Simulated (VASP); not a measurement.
# Ni (Fm-3m) in VASP: further runs

Runs on Ni. Level: PBEsol. Tasks: relaxation of cell and atoms, single point.

Everything below comes from runs of VASP 6.6.1. Logs are shortened: lines on timing, memory, paths and dates and some standing lists are left out, and cuts for length are marked.

## 1. Starting point

It takes space group Fm-3m (No. 225, cubic). The conventional cell has a = 3.551 Å, b = 3.551 Å, c = 3.551 Å, α = 90.00°, β = 90.00°, γ = 90.00°. Around Ni (site symmetry m-3m) lie 12 Ni at 2.51 Å.

## 2. Relaxation of cell and atoms, PBEsol, collinear spin, ferromagnetic start

Contents of INCAR:

```
  PREC = Accurate
  ENCUT = 600
  EDIFF = 1E-7
  ISMEAR = 0
  SIGMA = 0.1
  LREAL = False
  LASPH = True
  NELM = 100
  ALGO = Normal
  ISIF = 3
  LWAVE = False
  LCHARG = False
  ISPIN = 2
  MAGMOM = 1
  LORBIT = 11
  LMAXMIX = 4
  GGA = PS
  IBRION = 2
  NSW = 90
  EDIFFG = -0.005
```

Contents of KPOINTS:

```
Automatic mesh
0
Gamma
  8 8 8
```

Contents of POSCAR:

```
Ni
1.0
    0.0000000000      1.7756500000      1.7756500000
    1.7756500000      0.0000000000      1.7756500000
    1.7756500000      1.7756500000      0.0000000000
Ni
1
Direct
    0.0000000000      0.0000000000      0.0000000000
```

Potentials or basis: VASP PAW PBE potentials, release 64 (Ni).

The run is started by

```console
$ cat potpaw_PBE.64/Ni/POTCAR > POTCAR
$ mpirun -np 1 vasp_std > vasp.out
```

OUTCAR:

```text
PREC = Accurate
   ENCUT = 600
   EDIFF = 1E-7
   ISMEAR = 0
   LREAL = False
   LASPH = True
   NELM = 100
   ISIF = 3
   ISPIN = 2
   LORBIT = 11
   GGA = PS
   IBRION = 2
   NSW = 90
   EDIFFG = -0.005

 ion  position               nearest neighbor table
   1  0.000  0.000  0.000-

  LATTYP: Found a face centered cubic cell.
 ALAT       =     3.5513000000

  Lattice vectors:

 A1 = (   0.0000000000,   1.7756500000,   1.7756500000)
 A2 = (   1.7756500000,   0.0000000000,   1.7756500000)
 A3 = (   1.7756500000,   1.7756500000,   0.0000000000)

Analysis of symmetry for initial positions (statically):
=====================================================================
 Subroutine PRICEL returns:
 Original cell was already a primitive cell.

 Routine SETGRP: Setting up the symmetry group for a
 face centered cubic supercell.

 Subroutine GETGRP returns: Found 48 space group operations
 (whereof 48 operations were pure point group operations)
 out of a pool of 48 trial point group operations.

The static configuration has the point symmetry O_h .

Analysis of symmetry for dynamics (positions and initial velocities):
=====================================================================
 Subroutine PRICEL returns:
 Original cell was already a primitive cell.

 Routine SETGRP: Setting up the symmetry group for a
 face centered cubic supercell.

 Subroutine GETGRP returns: Found 48 space group operations
 (whereof 48 operations were pure point group operations)
 out of a pool of 48 trial point group operations.

The dynamic configuration has the point symmetry O_h .

Analysis of structural, dynamic, and magnetic symmetry:
=====================================================================
 Subroutine PRICEL returns:
 Original cell was already a primitive cell.

 Routine SETGRP: Setting up the symmetry group for a
 face centered cubic supercell.

 Subroutine GETGRP returns: Found 48 space group operations
 (whereof 48 operations were pure point group operations)
 out of a pool of 48 trial point group operations.

The overall configuration has the point symmetry O_h .

 Subroutine INISYM returns: Found 48 space group operations
 (whereof 48 operations are pure point group operations),
 and found     1 'primitive' translations

----------------------------------------------------------------------------------------

                                     Primitive cell

[... 109 lines left out ...]
  volume/ion in A,a.u.               =      11.20        75.56
  Fermi-wavevector in a.u.,A,eV,Ry     =   1.576549  2.979246 33.817371  2.485507
  Thomas-Fermi vector in A             =   2.677365
   LORBIT       =     11    0 simple, 1 ext, 2 COOP (PROOUT), +10 PAW based schemes
   GGA     = PS    functional components
   LHFCALC =     F    Hartree Fock is set to
   AEXX    =    0.0000 exact exchange contribution
   IVDW    =     0    specifies the selected vdW correction
   LEPSILON=     F    determine dielectric tensor
   LRPA    =     F    only Hartree local field effects (RPA)
 conjugate gradient relaxation of ions
 spin polarized calculation
 Gauss-broadening in eV      SIGMA  =   0.10
  energy-cutoff  :      600.00
  volume of cell :       11.20
 maximum number of plane-waves:       388
   NGX =  9   NGY =  9   NGZ =  9

--------------------------------------- Ionic step        1  -------------------------------------------

 number of electron      10.0000007 magnetization       0.6992130

 Free energy of the ion-electron system (eV)
  ---------------------------------------------------
  ext. energy  EPLUGINS =         0.00000000
  ---------------------------------------------------
  free energy    TOTEN  =        -6.10049397 eV

  energy without entropy =       -6.09042682  energy(sigma->0) =       -6.09546039

------------------------ aborting loop because EDIFF is reached ----------------------------------------

  FORCE on cell =-STRESS in cart. coord.  units (eV):
  Direction    XX          YY          ZZ          XY          YZ          ZX
  --------------------------------------------------------------------------------------
  -------------------------------------------------------------------------------------
  Total       -0.9917997     -0.9917997     -0.9917997      0.0000000      0.0000000     -0.0000000
  in kB     -141.9163569   -141.9163569   -141.9163569      0.0000000      0.0000000     -0.0000000
  external PRESSURE =    -141.9163569 kB  Pullay stress =       0.0000000 kB
[... 22 lines left out ...]
--------------------------------------- Ionic step        2  -------------------------------------------

 number of electron      10.0000004 magnetization       0.6993185

 E-fermi :  10.9482     XC(G=0): -14.1567

 val. band max:       10.9411594510   @ k =  -0.2500   0.3750   0.1250
 cond. band min:      10.9661330988   @ k =   0.3750   0.3750   0.0000
 fundamental gap:      0.0249736477
 Fermi energy:        10.9482219454

 spin component 1

 k-point     1 :       0.0000    0.0000    0.0000
  band No.  band energies     occupation
      1       1.0370      1.00000
      2       8.1547      1.00000
      3       8.1547      1.00000
      4       8.1547      1.00000
      5       9.5255      1.00000
      6       9.5255      1.00000
      7      35.6532      0.00000
      8      40.4282      0.00000
      9      40.4282      0.00000
     10      40.4282      0.00000
[... 754 lines left out ...]
--------------------------------------- Ionic step        6  -------------------------------------------

 number of electron       9.9999996 magnetization       0.6992186

 Free energy of the ion-electron system (eV)
  ---------------------------------------------------
  ext. energy  EPLUGINS =         0.00000000
  ---------------------------------------------------
  free energy    TOTEN  =        -6.13883387 eV

  energy without entropy =       -6.12975517  energy(sigma->0) =       -6.13429452

 E-fermi :   9.8364     XC(G=0): -13.7124

 val. band max:        9.8324458544   @ k =  -0.2500   0.3750   0.1250
 cond. band min:       9.8448181669   @ k =   0.3750   0.3750   0.0000
 fundamental gap:      0.0123723125
 Fermi energy:         9.8364143744

 spin component 1

 k-point     1 :       0.0000    0.0000    0.0000
  band No.  band energies     occupation
      1       0.4557      1.00000
      2       7.2453      1.00000
      3       7.2453      1.00000
      4       7.2453      1.00000
      5       8.4849      1.00000
      6       8.4849      1.00000
      7      33.9308      0.00000
      8      38.1238      0.00000
      9      38.1238      0.00000
     10      38.1238      0.00000
[... 643 lines left out ...]
  FREE ENERGIE OF THE ION-ELECTRON SYSTEM (eV)
  ---------------------------------------------------
  free  energy   TOTEN  =        -6.1388338702 eV

  energy  without entropy=       -6.1297551659  energy(sigma->0) =       -6.13429452

 reached required accuracy - stopping structural energy minimisation

 total charge

# of ion       s       p       d       tot
------------------------------------------
    1        0.522   0.551   8.324   9.397

 magnetization (x)

# of ion       s       p       d       tot
------------------------------------------
    1       -0.003  -0.021   0.727   0.703
```

It took 25 s on 1 thread of AMD EPYC 9R14 (Zen 4), shared host; peak memory 0.11 GiB.

What came out:

| Item | Value |
| --- | --- |
| Free energy | -6.1388 eV |
| Relaxed volume | 10.39 Å³/atom |
| Relaxed cell | a = 2.450 Å, b = 2.450 Å, c = 2.450 Å, α = 60.00°, β = 60.00°, γ = 60.00° |
| Space group after relaxing (to 0.05 Å) | Fm-3m (No. 225) |
| Energy gained by relaxing | 38.3 meV/atom |
| Ionic steps | 6 |
| Pressure after relaxing | 0.0 GPa |
| Band gap on the k mesh | none (metal or under the smearing width) |
| Net moment | 0.70 μB per cell |
| Site moments | Ni +0.70 μB |
| Valence electrons inside the program's atomic spheres | Ni 9.40 |

The path:
| step | energy change (eV) | largest force (eV/Å) | pressure (GPa) | volume (Å³) |
| --- | --- | --- | --- | --- |
| 1 | 0.0000 | 0.0000 | -14.19 | 11.20 |
| 2 | 0.0035 | 0.0000 | 19.88 | 9.67 |
| 3 | -0.0383 | 0.0000 | -0.18 | 10.40 |
| 4 | -0.0383 | 0.0000 | 0.14 | 10.39 |
| 5 | -0.0383 | 0.0000 | -0.12 | 10.40 |
| 6 | -0.0383 | 0.0000 | 0.02 | 10.39 |

Final structure:
```xyz
1
Lattice="0.0000 1.7321 1.7321 1.7321 0.0000 1.7321 1.7321 1.7321 0.0000" Properties=species:S:1:pos:R:3 pbc="T T T"
Ni    0.0000    0.0000    0.0000
```

Caveat: the k mesh is coarse (spacing up to 0.38 Å⁻¹), so the values aren't converged; the PAW data sets were made with another functional, which shifts forces and pressure a little.

(Part 1 of 2 ends here.)
